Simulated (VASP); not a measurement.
# TiC3: single point with r2SCAN

The system is TiC3.

```
CELL_PARAMETERS angstrom
1.59234 0.91934 4.96876
-1.59234 0.91934 4.96876
0.00000 -1.83868 4.96876
ATOMIC_POSITIONS crystal
Ti 0.00000 0.00000 0.00000
C 0.50000 0.50000 0.50000
C 0.58761 0.58761 0.58761
C 0.41239 0.41239 0.41239
```

The cell was built by a generator and needn't be a form met in nature.

```json
{"Program": "VASP 6.6.1", "Task": "single point", "Functional": "r2SCAN", "Potentials or basis": "VASP PAW PBE potentials, release 64 (Ti_sv, C)", "Cutoff": "520 eV", "k mesh": "12 × 12 × 12", "Occupations": "gaussian, width 0.1 eV", "Spin": "no spin polarisation", "Further INCAR settings": "ALGO = Normal; EDIFF = 1e-06; NBANDS = 20"}
```

| Property | Result |
| --- | --- |
| Pressure | -2.2 GPa |
| Largest force | 0.232 eV/Å |
| Band gap on the k mesh | none (metal or under the smearing width) |

Forces in eV/Å, atoms in the order of the input:
```
Ti   0.000  0.000  0.000
C    0.000  0.000  0.000
C    0.000  0.000 -0.232
C    0.000  0.000  0.232
```

Stress tensor (GPa, compression positive):
```
-0.22  0.00  0.00
 0.00 -0.22  0.00
 0.00  0.00 -6.22
```

Levels at points of the mesh, in eV from the Fermi level:
| k point | band 9 | band 10 | band 11 | band 12 | band 13 | band 14 | band 15 | band 16 |
| --- | --- | --- | --- | --- | --- | --- | --- | --- |
| (0.00, 0.00, 0.00) | -2.70 | -2.70 | -2.53 | -2.53 | 0.91 | 1.15 | 1.15 | 5.62 |
| (0.50, 0.00, 0.00) | -5.51 | -4.25 | -1.83 | -0.41 | -0.02 | 1.45 | 2.12 | 2.27 |
| (0.50, 0.50, 0.00) | -4.57 | -3.98 | -3.60 | -2.18 | 0.38 | 2.27 | 2.77 | 4.63 |
| (0.50, 0.50, 0.50) | -3.97 | -3.97 | 0.76 | 0.76 | 1.20 | 1.38 | 1.38 | 1.47 |

Wall time 6.2 min on 4 MPI ranks on AMD EPYC 7R13 Processor (Zen 3), with other jobs on the host, peak memory 0.33 GiB a rank.

Caveat: the PAW data sets were made with another functional, which shifts forces and pressure a little.
